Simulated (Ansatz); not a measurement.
CdS in the zincblende structure: a one-shot G0W0 calculation in Ansatz (G0W0@PBE with 191 empty bands, a screening cutoff of 140 eV and a 4×4×4 mesh, norm-conserving potentials). The geometry is the r2SCAN minimum.

input.yaml:
```yaml
crystal:
  lattice:
    - [0.0, 2.939214842, 2.939214842]
    - [2.939214842, 0.0, 2.939214842]
    - [2.939214842, 2.939214842, 0.0]
  atoms:
    - { symbol: Cd, position: [0.0, 0.0, 0.0] }
    - { symbol: S, position: [0.25, 0.25, 0.25] }
kpoints:
  mp_grid: { grid: [4, 4, 4] }
hamiltonian:
  xc: pbe
  pseudopotentials: { kind: nc }
scf:
  occupations: { method: fixed }
gw:
  n_empty_bands: 191
  ecut_chi: 140
  qp_bands: [v2, c2]
  qp_kpoints: band_edges
  screening: { model: contour_deformation }
```

Run as `ansatz run input.yaml --threads 2 --pin off --max-ram 3686MiB --backend cpu --events-out ev --progress --plain --runs-dir out`. It took 33 s on 2 threads of Intel(R) Xeon(R) Platinum 8488C (Sapphire Rapids) (shared host), load about 0.4 per core; peak host memory 0.89 GiB.

Output, abridged:
```
Functional definition: PBE
Crystal: 2 atoms, lattice volume = 50.784 Å³
Basis set: ecut = 1071 eV, 4015 PW (Γ)
Bands: 17, of which v1, the nominal top of the filled ones, is band 13 counted from 1 (12 counted from 0)
Symmetry: 24 space group operations
Space group: F-43m (ITA 216)
k-points: 8 of 64 (time reversal used)
SCF iter   1: HF=-5067.996751 eV  Δρ=3.39e-2  dr2=4.27e-1
preconditioner: auto → none  [insulator: Δε(μ)=1.302 eV  ℏωp=22.1 eV]
SCF iter   2: HF=-5067.897177 eV  Δρ=1.19e-2  dr2=3.34e-2
SCF iter   3: HF=-5067.897305 eV  Δρ=4.98e-3  dr2=6.30e-3
SCF iter   4: HF=-5067.898119 eV  Δρ=1.10e-3  dr2=4.60e-4
SCF iter   5: HF=-5067.897980 eV  Δρ=3.01e-4  dr2=1.43e-5
SCF iter   6: HF=-5067.897991 eV  Δρ=5.65e-5  dr2=9.16e-7
SCF iter   7: HF=-5067.897991 eV  Δρ=2.18e-5  dr2=7.90e-8
SCF 1 converged in 7 iterations: F = -5067.897991 eV  dr2 = 7.90e-8
SCF converged after 7 iterations
Free energy (F): -5067.897991 eV
Fermi energy:    6.682367 eV
--- G₀W₀: contour deformation, 7 samples at zero and on the imaginary axis and 3 off it, 64 q-points, 191 empty bands' worth ---
    ik  band        ε_KS         Σx   Σc(E_QP)       V_xc       Z   E_QP_lin       E_QP  E_QP is
     0    12      6.6824   -20.8325     2.3030   -17.9172  0.7210     6.0433     6.0701  root
     0    13      6.6824   -20.8325     2.3030   -17.9172  0.7210     6.0433     6.0701  root
     0    14      7.7663    -8.4194    -3.8730   -12.3506  0.7590     7.8247     7.8245  root
     0    15     13.2066    -6.3638    -4.6072   -11.2368  0.7437    13.4760    13.4722  root
     1    12      6.3035   -20.2387     2.3855   -17.2107  0.7188     5.6301     5.6611  root
     1    13      6.3035   -20.2387     2.3855   -17.2107  0.7188     5.6301     5.6611  root
     1    14      9.4028    -8.6221    -4.0640   -12.8411  0.7505     9.5589     9.5577  root
     1    15     12.9250    -6.8896    -4.5598   -11.6265  0.7359    13.1037    13.1022  root
     2    12      5.9642   -19.7119     2.4746   -16.5696  0.7161     5.2616     5.2964  root
     2    13      5.9642   -19.7119     2.4746   -16.5696  0.7161     5.2616     5.2964  root
     2    14      9.6500    -8.0035    -4.1906   -12.3860  0.7558     9.8437     9.8419  root
     2    15     13.6678    -6.4934    -4.6031   -11.3339  0.7363    13.9084    13.9053  root
     3    12      5.7067   -19.3701     2.5210   -16.1660  0.7147     4.9858     5.0236  root
     3    13      5.7067   -19.3701     2.5210   -16.1660  0.7147     4.9858     5.0236  root
     3    14     10.2136    -8.8725    -4.0918   -13.1177  0.7431    10.3681    10.3669  root
     3    15     11.5012    -6.7142    -4.3092   -11.2223  0.7546    11.7021    11.7001  root
     6    12      4.8846   -18.1393     2.7468   -14.6657  0.7049     4.1108     4.1578  root
     6    13      4.8846   -18.1393     2.7468   -14.6657  0.7049     4.1108     4.1578  root
     6    14     10.2677    -6.2860    -3.7761   -10.0257  0.7653    10.2314    10.2313  root
     6    15     10.9974    -8.6834    -4.3222   -13.2955  0.7479    11.2918    11.2872  root
     7    12      4.5198   -16.9712     2.7078   -13.5273  0.7023     3.7333     3.7837  root
     7    13      4.5767   -18.8231     2.9285   -15.1385  0.7032     3.7663     3.8206  root
     7    14     11.9992    -9.7426    -4.9238   -15.1214  0.7226    12.4679    12.4542  root
     7    15     12.1086    -7.1784    -4.0685   -11.3144  0.7465    12.1763    12.1761  root
```

The points are ik 0 = (0, 0, 0) (Γ), ik 1 = (0, 0, 1/4), ik 2 = (0, 0, -1/2), ik 3 = (0, 1/4, 1/4), ik 6 = (0, -1/2, -1/2), ik 7 = (1/4, -1/2, -1/4); band 13 is the last filled one.

The quasiparticle gap on this mesh is 1.75 eV (direct at Γ), against 1.08 eV from PBE: +0.67 eV. Renormalisation factors Z lie between 0.70 and 0.77. No extrapolation in bands, cutoff or mesh was made for G0W0.

The values are computed, spin-unpolarised, and not measurements.

Spin-orbit coupling is left out.

With a shallow d shell on the cation, G0W0 converges slowly in bands and cutoff, so these values are in doubt.
